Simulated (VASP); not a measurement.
Here is a VASP 6.6.1 calculation.

INCAR

```
SYSTEM = BeS
  ALGO = Normal
  EDIFF = 1E-8
  ENCUT = 600
  GGA = PS
  IBRION = 6
  ISIF = 3
  ISMEAR = 0
  LASPH = .TRUE.
  LCHARG = .TRUE.
  LREAL = .FALSE.
  LWAVE = .FALSE.
  NELM = 80
  NFREE = 2
  NSW = 1
  POTIM = 0.015
  PREC = Accurate
  SIGMA = 0.01
```

The input KPOINTS:

```
k-points
0
G
  8 8 8
  0 0 0
```

POSCAR

```
BeS
1.0
    0.0000000000      2.4189956147      2.4189956147
    2.4189956147      0.0000000000      2.4189956147
    2.4189956147      2.4189956147      0.0000000000
Be S
1 1
Direct
    0.0000000000      0.0000000000      0.0000000000
    0.2500000000      0.2500000000      0.2500000000
```

Potentials or basis: VASP PAW PBE potentials, release 64 (Be, S).

Launch:

```console
$ cat potpaw_PBE.64/Be/POTCAR potpaw_PBE.64/S/POTCAR > POTCAR
$ mpirun -np 1 vasp_std > vasp.out
```

**Question.** What does it give for the elastic constants C11, C12, C44?

**Answer.** 160, 66, 83 GPa.

**Question.** Estimate the Voigt bulk modulus.

**Answer.** 97 GPa.

**Question.** Predict the highest phonon frequency at Γ, LO-TO splitting left out.

**Answer.** 577 cm⁻¹.

Clamped-ion elastic tensor (GPa):
```
160  66  66   0   0   0
 66 160  66   0   0   0
 66  66 160   0   0   0
  0   0   0  99   0   0
  0   0   0   0  99   0
  0   0   0   0   0  99
```

Caveat: the PAW data sets were made with another functional, which shifts forces and pressure a little.
